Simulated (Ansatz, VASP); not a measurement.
# Bi in VASP and in Ansatz

Contents of INCAR:

```
  PREC = Accurate
  ENCUT = 520
  EDIFF = 1E-7
  ISMEAR = -1
  SIGMA = 0.1
  LREAL = False
  LASPH = True
  NELM = 60
  ALGO = Normal
  ISIF = 2
  LWAVE = False
  LCHARG = True
  GGA = PS
  LELF = True
  LVHAR = True
  NBANDS = 14
```

File KPOINTS:

```
regular mesh
0
Gamma
  11 11 11
```

The input POSCAR:

```
Bi
1.0
    3.3462561684      0.0000000000      0.0000000000
    0.0000000000      3.3462561684      0.0000000000
    0.0000000000      0.0000000000      3.3462561684
Bi
1
Direct
    0.0000000000      0.0000000000      0.0000000000
```

Input for Ansatz:

```yaml
crystal:
  lattice:
    - [3.3462561684, 0.0, 0.0]
    - [0.0, 3.3462561684, 0.0]
    - [0.0, 0.0, 3.3462561684]
  atoms:
    - { symbol: Bi, position: [0.0, 0.0, 0.0] }
hamiltonian:
  xc: pbesol
  pseudopotentials:
    kind: paw
    azcp:
      Bi: "pseudopotentials/Bi.paw.azcp"
basis:
  ecutwfc: 420
  fft_grid_basis: typed
kpoints:
  mp_grid: { grid: [11, 11, 11], shift: [0, 0, 0] }
magnetization:
  spin_polarized: false
scf:
  occupations: { method: fermi_dirac, width: 0.1 }
  lower_state_search: "off"
output:
  stress: true
  write_density: true
  write_potential: true
  elf: true
  volumetric_format: npy
```

Alike in both runs: task single point; functional PBEsol; k mesh 11 × 11 × 11; occupations fermi-dirac, width 0.1 eV; no spin polarisation.

|  | VASP | Ansatz |
| --- | --- | --- |
| version | VASP 6.6.1 | Ansatz 0.2.0 |
| potentials or method | VASP PAW PBE potentials, release 64 (Bi_d) | plane waves (420 eV) with PAW, scalar-relativistic |
| plane-wave cutoff (eV) | 520 | 420 |
| valence electrons in the cell | 15 | 15 |

Ansatz gave:

| Quantity | Value |
| --- | --- |
| pressure (GPa) | -4.5 |

Problem. Estimate VASP's values.

Solution. Pressure (GPa): -4.6.

Ansatz warned: «pseudo_functional_mismatch».

Caveats: the PAW data sets were made with another functional, which shifts forces and pressure a little (VASP).
